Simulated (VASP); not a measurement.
# KF (Fm-3m) in VASP: further runs

Runs on KF. Level: PBE. Tasks: single point, relaxation of cell and atoms.

All numbers are computed with VASP 6.6.1; they aren't measurements. Logs are shortened: lines on timing, memory, paths and dates and some standing lists are left out, and cuts for length are marked.

## (1) The structure

The structure is cubic, space group Fm-3m (No. 225). The conventional cell has a = 5.421 Å, b = 5.421 Å, c = 5.421 Å, α = 90.00°, β = 90.00°, γ = 90.00°. Around K (site symmetry m-3m) lie 6 F at 2.71 Å. F (site symmetry m-3m) has 6 K at 2.71 Å as nearest neighbours.

The cell is a database's computed one.

## (2) Single point, PBE

Input file INCAR:

```
SYSTEM = KF
PREC = Accurate
ENCUT = 520
EDIFF = 1E-6
ISMEAR = 0
SIGMA = 0.02
LREAL = .False.
LASPH = .True.
NELM = 60
ALGO = Normal
ISIF = 2
LWAVE = .False.
LCHARG = .False.
GGA = PE
NBANDS = 15
```

Input file KPOINTS:

```
regular mesh
0
Gamma
  8 8 8
  0 0 0
```

Input file POSCAR:

```
KF
1.0
    0.0000000000      2.7103322691      2.7103322691
    2.7103322691      0.0000000000      2.7103322691
    2.7103322691      2.7103322691      0.0000000000
K F
1 1
Direct
    0.0000000000      0.0000000000      0.0000000000
    0.5000000000      0.5000000000      0.5000000000
```

Potentials or basis: VASP PAW PBE potentials, release 64 (K_sv, F).

Started as:

```sh
cat potpaw_PBE.64/K_sv/POTCAR potpaw_PBE.64/F/POTCAR > POTCAR
mpirun -np 1 vasp_std > vasp.out
```

OUTCAR:

```text
SYSTEM = KF
   PREC = Accurate
   ENCUT = 520
   EDIFF = 1E-6
   ISMEAR = 0
   LREAL = .False.
   LASPH = .True.
   NELM = 60
   ISIF = 2
   GGA = PE

 ion  position               nearest neighbor table
   1  0.000  0.000  0.000-   2 2.71   2 2.71   2 2.71   2 2.71   2 2.71   2 2.71
   2  0.500  0.500  0.500-   1 2.71   1 2.71   1 2.71   1 2.71   1 2.71   1 2.71

  LATTYP: Found a face centered cubic cell.
 ALAT       =     5.4206645382

  Lattice vectors:

 A1 = (   0.0000000000,   2.7103322691,   2.7103322691)
 A2 = (   2.7103322691,   0.0000000000,   2.7103322691)
 A3 = (   2.7103322691,   2.7103322691,   0.0000000000)

Analysis of symmetry for initial positions (statically):
=====================================================================
 Subroutine PRICEL returns:
 Original cell was already a primitive cell.

 Routine SETGRP: Setting up the symmetry group for a
 face centered cubic supercell.

 Subroutine GETGRP returns: Found 48 space group operations
 (whereof 48 operations were pure point group operations)
 out of a pool of 48 trial point group operations.

The static configuration has the point symmetry O_h .

Analysis of symmetry for dynamics (positions and initial velocities):
=====================================================================
 Subroutine PRICEL returns:
 Original cell was already a primitive cell.

 Routine SETGRP: Setting up the symmetry group for a
 face centered cubic supercell.

 Subroutine GETGRP returns: Found 48 space group operations
 (whereof 48 operations were pure point group operations)
 out of a pool of 48 trial point group operations.

The dynamic configuration has the point symmetry O_h .

 Subroutine INISYM returns: Found 48 space group operations
 (whereof 48 operations are pure point group operations),
 and found     1 'primitive' translations

----------------------------------------------------------------------------------------

                                     Primitive cell

  volume of cell :      39.8197

  direct lattice vectors                    reciprocal lattice vectors
     0.000000000  2.710332269  2.710332269    -0.184479226  0.184479226  0.184479226
     2.710332269  0.000000000  2.710332269     0.184479226 -0.184479226  0.184479226
     2.710332269  2.710332269  0.000000000     0.184479226  0.184479226 -0.184479226

  length of vectors
     3.832988653  3.832988653  3.832988653     0.319527393  0.319527393  0.319527393

  position of ions in fractional coordinates (direct lattice)
     0.000000000  0.000000000  0.000000000
     0.500000000  0.500000000  0.500000000

  ion indices of the primitive-cell ions
   primitive index   ion index
                 1           1
                 2           2

----------------------------------------------------------------------------------------

 KPOINTS: regular mesh

Automatic generation of k-mesh.
 Grid dimensions read from file:
 generate k-points for:    8    8    8

 Generating k-lattice:

  Cartesian coordinates                     Fractional coordinates (reciprocal lattice)
    -0.023059903  0.023059903  0.023059903     0.125000000  0.000000000  0.000000000
     0.023059903 -0.023059903  0.023059903     0.000000000  0.125000000  0.000000000
     0.023059903  0.023059903 -0.023059903     0.000000000  0.000000000  0.125000000

  Length of vectors
     0.039940924  0.039940924  0.039940924

  Shift w.r.t. Gamma in fractional coordinates (k-lattice)
     0.000000000  0.000000000  0.000000000

 Subroutine IBZKPT returns following result:
 ===========================================

 Found     29 irreducible k-points:

 Following reciprocal coordinates:
            Coordinates               Weight
  0.000000  0.000000  0.000000      1.000000
  0.125000  0.000000  0.000000      8.000000
  0.250000  0.000000  0.000000      8.000000
  0.375000  0.000000  0.000000      8.000000
  0.500000  0.000000  0.000000      4.000000
  0.125000  0.125000  0.000000      6.000000
[... 16 lines left out ...]
  0.500000  0.250000  0.125000     48.000000
 -0.375000  0.250000  0.125000     24.000000
 [... further k-points ...]
   k-points           NKPTS =     29   k-points in BZ     NKDIM =     29   number of bands    NBANDS=     15
   number of dos      NEDOS =    301   number of ions     NIONS =      2
   total plane-waves  NPLWV =  27000
   dimension x,y,z NGX =    30 NGY =   30 NGZ =   30
   dimension x,y,z NGXF=    60 NGYF=   60 NGZF=   60
   ions per type =               1   1
   NGX,Y,Z   is equivalent  to a cutoff of  13.01, 13.01, 13.01 a.u.
   NGXF,Y,Z  is equivalent  to a cutoff of  26.02, 26.02, 26.02 a.u.
 SYSTEM =  KF
   PREC   = accura    normal or accurate (medium, high low for compatibility)
   ISTART =      0    job   : 0-new  1-cont  2-samecut
   ICHARG =      2    charge: 1-file 2-atom 10-const
   ISPIN  =      1    spin polarized calculation?
   LNONCOLLINEAR =      F non collinear calculations
   LSORBIT =      F    spin-orbit coupling
   LASPH  =      T    aspherical Exc in radial PAW
   ENCUT  =  520.0 eV  38.22 Ry    6.18 a.u.   7.13  7.13  7.13*2*pi/ulx,y,z
   NELM   =     60;   NELMIN=  2; NELMDL= -5     # of ELM steps
   EDIFF  = 0.1E-05   stopping-criterion for ELM
   LREAL  =      F    real-space projection
   EDIFFG = 0.1E-04   stopping-criterion for IOM
   NSW    =      0    number of steps for IOM
   IBRION =     -1    ionic relax: 0-MD 1-quasi-New 2-CG
   NFREE  =      0    steps in history (QN), initial steepest desc. (CG)
   ISIF   =      2    stress and relaxation
   ISYM   =      2    0-nonsym 1-usesym 2-fastsym
   POTIM  = 0.5000    time-step for ionic-motion
   TEBEG  =    0.0;   TEEND  =   0.0 temperature during run
   PSTRESS=    0.0 pullay stress
   NELECT =      16.0000    total number of electrons
   NUPDOWN=      -1.0000    fix difference up-down
   EMIN   =  10.00;   EMAX   =-10.00  energy-range for DOS
   EFERMI =   0.00;   METHOD = LEGACY
   ISMEAR =     0;   SIGMA  =   0.02  broadening in eV -4-tet -1-fermi 0-gaus
   EFERMI_NEDOS =   21; number of points for ismear=-14 and -15
   IALGO  =     38    algorithm
   IMIX   =      4    mixing-type and parameters
     AMIX     =   0.40;   BMIX     =  1.00
     AMIX_MAG =   1.60;   BMIX_MAG =  1.00
  volume/ion in A,a.u.               =      19.91       134.36
  Fermi-wavevector in a.u.,A,eV,Ry     =   1.208043  2.282870 19.855896  1.459367
  Thomas-Fermi vector in A             =   2.343662
   LORBIT       =      0    0 simple, 1 ext, 2 COOP (PROOUT), +10 PAW based schemes
   GGA     = PE    functional components
   LHFCALC =     F    Hartree Fock is set to
   AEXX    =    0.0000 exact exchange contribution
   IVDW    =     0    specifies the selected vdW correction
   LEPSILON=     F    determine dielectric tensor
   LRPA    =     F    only Hartree local field effects (RPA)
 non-spin polarized calculation
 Gauss-broadening in eV      SIGMA  =   0.02
  energy-cutoff  :      520.00
  volume of cell :       39.82
 maximum number of plane-waves:      1090
 NGX is ok and might be reduce to    30
   NGX = 15   NGY = 15   NGZ = 15

 number of electron      15.9999992 magnetization

 Free energy of the ion-electron system (eV)
  ---------------------------------------------------
  ext. energy  EPLUGINS =         0.00000000
  ---------------------------------------------------
  free energy    TOTEN  =        -8.29929516 eV

  energy without entropy =       -8.29929516  energy(sigma->0) =       -8.29929516

 E-fermi :  -2.8310     XC(G=0):  -8.2112

 val. band max:       -2.9146220117   @ k =   0.0000   0.0000   0.0000
 cond. band min:       3.0316696001   @ k =   0.0000   0.0000   0.0000
 fundamental gap:      5.9462916118
 Fermi energy:        -2.8310204335

 k-point     1 :       0.0000    0.0000    0.0000
  band No.  band energies     occupation
      1     -29.1742      2.00000
      2     -21.5483      2.00000
      3     -12.4537      2.00000
      4     -12.4537      2.00000
      5     -12.4537      2.00000
      6      -2.9146      2.00000
      7      -2.9146      2.00000
      8      -2.9146      2.00000
      9       3.0317      0.00000
     10       7.6431      0.00000
     11       7.6431      0.00000
     12       7.6431      0.00000
     13       9.2587      0.00000
     14       9.2587      0.00000
     15      13.7396      0.00000

 k-point     2 :       0.1250    0.0000    0.0000
  band No.  band energies     occupation
      1     -29.1630      2.00000
      2     -21.5580      2.00000
      3     -12.4910      2.00000
      4     -12.4588      2.00000
      5     -12.4588      2.00000
      6      -3.0464      2.00000
      7      -2.9620      2.00000
      8      -2.9620      2.00000
      9       3.4489      0.00000
     10       7.3970      0.00000
     11       7.8434      0.00000
     12       7.8434      0.00000
     13       9.3900      0.00000
     14       9.3900      0.00000
     15      14.4567      0.00000

 k-point     3 :       0.2500    0.0000    0.0000
  band No.  band energies     occupation
      1     -29.1358      2.00000
      2     -21.5819      2.00000
      3     -12.5801      2.00000
      4     -12.4710      2.00000
      5     -12.4710      2.00000
      6      -3.3261      2.00000
      7      -3.0741      2.00000
      8      -3.0741      2.00000
      9       4.4989      0.00000
     10       7.0405      0.00000
     11       8.3358      0.00000
     12       8.3358      0.00000
     13       9.8063      0.00000
     14       9.8063      0.00000
     15      15.3210      0.00000
[... 343 lines left out ...]
 k-point    23 :       0.5000    0.2500    0.1250
  band No.  band energies     occupation
      1     -29.0960      2.00000
      2     -21.5924      2.00000
      3     -12.6999      2.00000
      4     -12.6281      2.00000
      5     -12.5128      2.00000
      6      -3.4482      2.00000
      7      -3.1872      2.00000
      8      -3.0721      2.00000
      9       6.0791      0.00000
     10       6.5705      0.00000
     11       8.6108      0.00000
     12       9.4405      0.00000
     13      10.3235      0.00000
     14      11.2494      0.00000
     15      12.8390      0.00000

 k-point    24 :      -0.3750    0.2500    0.1250
  band No.  band energies     occupation
      1     -29.0872      2.00000
      2     -21.5961      2.00000
      3     -12.7385      2.00000
      4     -12.6422      2.00000
      5     -12.5203      2.00000
      6      -3.4544      2.00000
      7      -3.1736      2.00000
      8      -3.1585      2.00000
      9       6.3109      0.00000
     10       6.9657      0.00000
     11       8.5208      0.00000
     12       9.5770      0.00000
     13      10.7759      0.00000
     14      11.7627      0.00000
     15      11.9202      0.00000

 [... further k-points ...]

------------------------ aborting loop because EDIFF is reached ----------------------------------------

  FORCE on cell =-STRESS in cart. coord.  units (eV):
  Direction    XX          YY          ZZ          XY          YZ          ZX
  --------------------------------------------------------------------------------------
  -------------------------------------------------------------------------------------
  Total        0.0035971      0.0035971      0.0035971      0.0000000      0.0000000     -0.0000000
  in kB        0.1447319      0.1447319      0.1447319      0.0000000      0.0000000     -0.0000000
  external PRESSURE =       0.1447319 kB  Pullay stress =       0.0000000 kB

 VOLUME and BASIS-vectors are now :
 -----------------------------------------------------------------------------
  energy-cutoff  :      520.00
  volume of cell :       39.82
      direct lattice vectors                 reciprocal lattice vectors
     0.000000000  2.710332269  2.710332269    -0.184479226  0.184479226  0.184479226
     2.710332269  0.000000000  2.710332269     0.184479226 -0.184479226  0.184479226
     2.710332269  2.710332269  0.000000000     0.184479226  0.184479226 -0.184479226

 POSITION                                       TOTAL-FORCE (eV/Angst)
 -----------------------------------------------------------------------------------
      0.00000      0.00000      0.00000        -0.000000     -0.000000      0.000000
      2.71033      2.71033      2.71033         0.000000      0.000000     -0.000000
 -----------------------------------------------------------------------------------
    total drift:                                0.000000      0.000000      0.000000

  FREE ENERGIE OF THE ION-ELECTRON SYSTEM (eV)
  ---------------------------------------------------
  free  energy   TOTEN  =        -8.2992951599 eV

  energy  without entropy=       -8.2992951599  energy(sigma->0) =       -8.29929516
```

Run time: 8.8 s. Hardware: 1 thread of Intel Xeon 6975P-C (Granite Rapids), shared host; peak memory 0.17 GiB.

Results:

```yaml
Free_energy: -8.2993 eV
Pressure: 0.0 GPa
Band_gap_on_the_k_mesh: 5.95 eV, direct
```

Levels at points of the mesh, in eV from the valence-band top:
```csv
k point,band 5,band 6,band 7,band 8,band 9,band 10,band 11,band 12
"(0.00, 0.00, 0.00)",-9.54,0.00,0.00,0.00,5.95,10.56,10.56,10.56
"(0.50, 0.00, 0.00)",-9.57,-0.75,-0.31,-0.31,8.89,10.29,11.87,11.87
"(0.50, 0.50, 0.00)",-9.72,-0.23,-0.07,-0.07,8.16,10.07,11.47,13.38
```

A k mesh can miss the band edges. PBE gaps usually lie below the measured ones, often by a third to a half.

## (3) Relaxation of cell and atoms, PBE

This run uses another cell than the first one, of 18.70 Å³/atom, 0.939 times its volume.

Input file INCAR:

```
ALGO     = Fast           # electronic algorithm
EDIFF    = 1E-6           # SCF threshold, eV
EDIFFG   = -0.01          # ionic threshold
ENCUT    = 600            # plane-wave cutoff, eV
GGA      = PE             # functional
IBRION   = 2              # ionic algorithm
ISIF     = 3              # what is computed and relaxed
ISMEAR   = 0              # smearing method
LASPH    = T              # aspherical terms in the spheres
LCHARG   = F              # write CHGCAR
LREAL    = F              # projectors in reciprocal space
LWAVE    = F              # write WAVECAR
NELM     = 80             # most SCF steps
NSW      = 100            # ionic steps
PREC     = Accurate       # precision mode
SIGMA    = 0.02           # smearing width, eV
```

Input file KPOINTS:

```
k-points
0
Gamma
  8 8 8
```

Input file POSCAR:

```
KF
1.0
    0.0000000000      2.6544134600      2.6544134600
    2.6544134600      0.0000000000      2.6544134600
    2.6544134600      2.6544134600      0.0000000000
K F
1 1
Direct
    0.0000000000      0.0000000000      0.0000000000
    0.5000000000      0.5000000000      0.5000000000
```

Potentials or basis: VASP PAW PBE potentials, release 64 (K_sv, F).

Started as:

```sh
cat potpaw_PBE.64/K_sv/POTCAR potpaw_PBE.64/F/POTCAR > POTCAR
mpirun -np 1 vasp_std > vasp.out
```

Run time: 28 s. Hardware: 1 thread of Intel Xeon 6975P-C (Granite Rapids), shared host; peak memory 0.18 GiB.

The run converged. Its results:

| Property | Result |
| --- | --- |
| Free energy | -8.2980 eV |
| Relaxed volume | 19.95 Å³/atom |
| Relaxed cell | a = 3.835 Å, b = 3.835 Å, c = 3.835 Å, α = 60.00°, β = 60.00°, γ = 60.00° |
| Space group after relaxing (to 0.05 Å) | Fm-3m (No. 225) |
| Energy gained by relaxing | 7.6 meV/atom |
| Ionic steps | 3 |
| Pressure after relaxing | 0.0 GPa |
| Band gap on the k mesh | 5.95 eV, direct |

The path:
| step | energy change (eV) | largest force (eV/Å) | pressure (GPa) | volume (Å³) |
| --- | --- | --- | --- | --- |
| 1 | 0.0000 | 0.0000 | 2.12 | 37.41 |
| 2 | -0.0125 | 0.0000 | 0.85 | 38.76 |
| 3 | -0.0153 | 0.0000 | -0.03 | 39.89 |

Final structure:
```cif
data_structure
_symmetry_space_group_name_H-M 'P 1'
_symmetry_Int_Tables_number 1
_cell_length_a 3.8353
_cell_length_b 3.8353
_cell_length_c 3.8353
_cell_angle_alpha 60.000
_cell_angle_beta 60.000
_cell_angle_gamma 60.000
_cell_volume 39.89
loop_
_atom_site_label
_atom_site_type_symbol
_atom_site_fract_x
_atom_site_fract_y
_atom_site_fract_z
_atom_site_occupancy
K1 K 0.00000 0.00000 0.00000 1
F1 F 0.50000 0.50000 0.50000 1
```

Levels at points of the mesh, in eV from the valence-band top:
```csv
k point,band 5,band 6,band 7,band 8,band 9,band 10,band 11,band 12
"(0.00, 0.00, 0.00)",-9.55,0.00,0.00,0.00,5.95,10.55,10.55,10.55
"(0.50, 0.00, 0.00)",-9.58,-0.74,-0.31,-0.31,8.88,10.28,11.86,11.86
"(0.50, 0.50, 0.00)",-9.73,-0.23,-0.07,-0.07,8.16,10.06,11.46,13.37
```

A k mesh can miss the band edges. As with any semilocal functional, this PBE gap is likely too small.

## (4) Relaxation of cell and atoms, PBE

Input file INCAR:

```
SYSTEM = KF
PREC     = Accurate       ! precision mode
ENCUT    = 600            ! plane-wave cutoff, eV
EDIFF    = 1E-6           ! SCF threshold, eV
ISMEAR   = 0              ! smearing method
SIGMA    = 0.02           ! smearing width, eV
LREAL    = .FALSE.        ! projectors in reciprocal space
LASPH    = .TRUE.         ! aspherical terms in the spheres
NELM     = 80             ! most SCF steps
ALGO     = Normal         ! electronic algorithm
ISIF     = 3              ! what is computed and relaxed
LWAVE    = .FALSE.        ! write WAVECAR
LCHARG   = .FALSE.        ! write CHGCAR
GGA      = PE             ! functional
IBRION   = 2              ! ionic algorithm
NSW      = 100            ! ionic steps
EDIFFG   = -0.01          ! ionic threshold
```

Input file KPOINTS:

```
Automatic mesh
0
G
  8 8 8
  0 0 0
```

Input file POSCAR:

```
KF
1.0
    0.0000000000      2.7103322691      2.7103322691
    2.7103322691      0.0000000000      2.7103322691
    2.7103322691      2.7103322691      0.0000000000
K F
1 1
Direct
    0.0000000000      0.0000000000      0.0000000000
    0.5000000000      0.5000000000      0.5000000000
```

Started as:

```sh
cat potpaw_PBE.64/K_sv/POTCAR potpaw_PBE.64/F/POTCAR > POTCAR
mpirun -np 1 vasp_std > vasp.out
```

It took 6.7 s on 1 thread of Intel Xeon 6975P-C (Granite Rapids), shared host; peak memory 0.18 GiB.

Results (log left out):

```yaml
Free_energy: -8.3011 eV
Pressure_after_relaxing: 0.0 GPa
Band_gap_on_the_k_mesh: 5.95 eV, direct
```

Final structure:
```xyz
2
Lattice="0.0000 2.7103 2.7103 2.7103 0.0000 2.7103 2.7103 2.7103 0.0000" Properties=species:S:1:pos:R:3 pbc="T T T"
K     0.0000    0.0000    0.0000
F     2.7103    2.7103    2.7103
```

Levels at points of the mesh, in eV from the valence-band top:
| k point | band 6 | band 7 | band 8 | band 9 | band 10 | band 11 |
| --- | --- | --- | --- | --- | --- | --- |
| (0.00, 0.00, 0.00) | 0.00 | 0.00 | 0.00 | 5.95 | 10.56 | 10.56 |
| (0.50, 0.00, 0.00) | -0.75 | -0.31 | -0.31 | 8.89 | 10.29 | 11.87 |
| (0.50, 0.50, 0.00) | -0.23 | -0.06 | -0.06 | 8.16 | 10.07 | 11.47 |

Caveat: the relaxation stopped at its first step, so nothing moved.
